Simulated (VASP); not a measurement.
Write the native input for VASP 6.6.1 that does the following.

* Task: density of states
* Functional: PBE
* Potentials or basis: VASP PAW PBE potentials, release 64 (Ti_sv, C)
* Cutoff: 520 eV
* k mesh: 6 × 6 × 6
* Occupations: gaussian, width 0.1 eV
* Spin: no spin polarisation
* k mesh for the DOS: 9 × 9 × 9
* Occupations for the DOS: tetrahedron
* Further INCAR settings: ALGO = Normal; EDIFF = 1e-07; NBANDS = 15

The system is TiC.

```
CELL_PARAMETERS angstrom
0.00000 2.16729 2.16729
2.16729 0.00000 2.16729
2.16729 2.16729 0.00000
ATOMIC_POSITIONS crystal
Ti 0.00000 0.00000 0.00000
C 0.50000 0.50000 0.50000
```

One way to write it, as run:

POSCAR

```
TiC                                     
1.0
    0.0000000000      2.1672888670      2.1672888670
    2.1672888670      0.0000000000      2.1672888670
    2.1672888670      2.1672888670      0.0000000000
  Ti              C             
     1     1
Direct
     0.0000000000000000    0.0000000000000000    0.0000000000000000
     0.5000000000000000    0.5000000000000000    0.5000000000000000
```

INCAR.step1

```
ALGO = Normal
EDIFF = 1E-7
ENCUT = 520
GGA = PE
ISIF = 2
ISMEAR = 0
LASPH = True
LCHARG = True
LMAXMIX = 4
LREAL = False
LWAVE = False
NBANDS = 15
NELM = 60
PREC = Accurate
SIGMA = 0.1
```

KPOINTS.step1

```
k-points
0
Gamma
  6 6 6
```

INCAR.step2

```
ALGO = Normal
EDIFF = 1E-7
ENCUT = 520
GGA = PE
ICHARG = 11
ISIF = 2
ISMEAR = -5
LASPH = True
LCHARG = False
LMAXMIX = 4
LORBIT = 11
LREAL = False
LWAVE = False
NBANDS = 15
NEDOS = 2001
NELM = 60
PREC = Accurate
SIGMA = 0.1
```

KPOINTS.step2

```
k-points
0
Gamma
  9 9 9
```

Potentials or basis: VASP PAW PBE potentials, release 64 (Ti_sv, C).

The run is started by

```bash
$ cat potpaw_PBE.64/Ti_sv/POTCAR potpaw_PBE.64/C/POTCAR > POTCAR
$ cp INCAR.step1 INCAR
$ cp KPOINTS.step1 KPOINTS
$ mpirun -np 1 vasp_std > vasp.out
$ cp INCAR.step2 INCAR
$ cp KPOINTS.step2 KPOINTS
$ mpirun -np 1 vasp_std > vasp.out
```

It gave:

The valence electrons inside the program's atomic spheres are Ti 10.40; C 2.40.

Caveat: the k mesh is coarse (spacing up to 0.42 Å⁻¹), so the values aren't converged.

It took 6.3 s on 1 thread of Intel(R) Xeon(R) 6975P-C (Granite Rapids) (shared host), peak memory 0.13 GiB.
